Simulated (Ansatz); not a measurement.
Crystal: Sn.

```
Sn
1.0
    -1.72654    1.77555    2.33834
     1.72654   -1.77555    2.33834
     1.72654    1.77555   -2.33834
Sn
1
Direct
  0.00000 0.00000 0.00000
```

This isn't the form of Sn at room conditions, which is tetragonal (white tin).

```yaml
Program: Ansatz 0.2.0
Task: relaxation of cell and atoms
Functional: r2SCAN
Potentials_or_basis: Ansatz PAW
Cutoff: "500 eV (not typed: the program's choice for these potentials)"
k_mesh: 11 × 11 × 11
Occupations: fermi-dirac, width 0.05 eV
Spin: no spin polarisation
```

At the start: volume 28.67 Å³/atom.

Task: How do energy, volume and symmetry change on relaxing?

Result: It ends after 7 steps and the volume is 27.35 Å³/atom (-4.6 %); space group I4/mmm (No. 139, to 0.05 Å).

Step by step:
```csv
step,energy change (eV),largest force (eV/Å),volume (Å³)
1,0.0000,0.0000,28.67
2,-0.0111,0.0000,27.30
3,-0.0117,0.0000,27.32
4,-0.0119,0.0000,27.37
5,-0.0120,0.0000,27.36
6,-0.0120,0.0000,27.35
7,-0.0119,0.0000,27.35
```

Final structure:
```xyz
1
Lattice="-1.7093 1.7094 2.3402 1.7093 -1.7094 2.3402 1.7093 1.7094 -2.3402" Properties=species:S:1:pos:R:3 pbc="T T T"
Sn    0.0000    0.0000    0.0000
```

Caveat: the plane-wave basis is chosen anew once the cell has moved, so the energies of steps on either side of that aren't comparable; the PAW data sets come from PBE, with cores solved anew for the run's functional, which leaves a small shift of forces and pressure.
